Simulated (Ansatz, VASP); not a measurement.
This is a calculation of Ni for Ansatz 0.2.0. 

Contents of input.yaml:

```yaml
crystal:
  lattice:
    - [0.0, 1.737572933, 1.737572933]
    - [1.737572933, 0.0, 1.737572933]
    - [1.737572933, 1.737572933, 0.0]
  atoms:
    - { symbol: Ni, position: [0.0, 0.0, 0.0], spin: 1.0 }
kpoints:
  mp_grid: { grid: [13, 13, 13] }
scf:
  occupations: { method: fermi_dirac, width: 0.05 }
hamiltonian:
  xc: revpbe
  dispersion: d3bj
  pseudopotentials: { kind: all_electron, lapw: { basis_error: 0.001 } }
magnetization:
  spin_polarized: true
output:
  forces: true
  stress: true
relax:
  f_tol: 0.02
  max_steps: 60
  cell: {}
```

Potentials or basis: all-electron LAPW, scalar-relativistic.

Command:

```sh
$ ansatz run input.yaml --threads 2 --pin off --max-ram 6144MiB --backend cpu --events-out ev --progress --plain --runs-dir out
```

Question: What does the same run look like in VASP 6.6.1? Potentials or basis there: PBE PAW files Ni, 600 eV.

Answer: As run (cutoffs and basis follow the program's own potentials, and thresholds, step limits or extra output files can differ):

Contents of INCAR:

```
PREC     = Accurate       # precision mode
ENCUT    = 600            # plane-wave cutoff, eV
EDIFF    = 1E-7           # SCF threshold, eV
ISMEAR   = -1             # smearing method
SIGMA    = 0.05           # smearing width, eV
LREAL    = F              # projectors in reciprocal space
LASPH    = T              # aspherical terms in the spheres
NELM     = 120            # most SCF steps
ALGO     = Normal         # electronic algorithm
ISIF     = 3              # what is computed and relaxed
LWAVE    = F              # write WAVECAR
LCHARG   = F              # write CHGCAR
ISPIN    = 2              # spin polarisation
MAGMOM   = 1              # initial moments
LORBIT   = 11             # projections on sites
LMAXMIX  = 4              # l up to which the mixer works
GGA      = RE             # functional
IVDW     = 12             # dispersion correction
IBRION   = 2              # ionic algorithm
NSW      = 60             # ionic steps
EDIFFG   = -0.01          # ionic threshold
```

Contents of KPOINTS:

```
regular mesh
0
Gamma
  13 13 13
```

The input POSCAR:

```
Ni
1.0
    0.0000000000      1.7375729330      1.7375729330
    1.7375729330      0.0000000000      1.7375729330
    1.7375729330      1.7375729330      0.0000000000
Ni
1
Direct
    0.0000000000      0.0000000000      0.0000000000
```

Potentials or basis: VASP PAW PBE potentials, release 64 (Ni).

Command:

```bash
$ cat potpaw_PBE.64/Ni/POTCAR > POTCAR
$ mpirun -np 1 vasp_std > vasp.out
```

Both were run:

|  | Ansatz | VASP |
| --- | --- | --- |
| Relaxed volume | 10.38 Å³/atom | 10.37 Å³/atom |
| Relaxed cell | a = 2.448 Å, b = 2.448 Å, c = 2.448 Å, α = 60.00°, β = 60.00°, γ = 60.00° | a = 2.448 Å, b = 2.448 Å, c = 2.448 Å, α = 60.00°, β = 60.00°, γ = 60.00° |
| Space group after relaxing | Fm-3m (No. 225) | Fm-3m (No. 225) |
| Pressure after relaxing | 0.0 GPa | 0.0 GPa |
| Net moment | 0.63 μB per cell | 0.62 μB per cell |

VASP's potentials were made for PBE.

Where Ansatz's input types no cutoff or centring, it takes its own default and a Γ-centred mesh.

The magnetic state is the one that the start led to; the real crystal's order can differ.

Pressure is positive in compression.
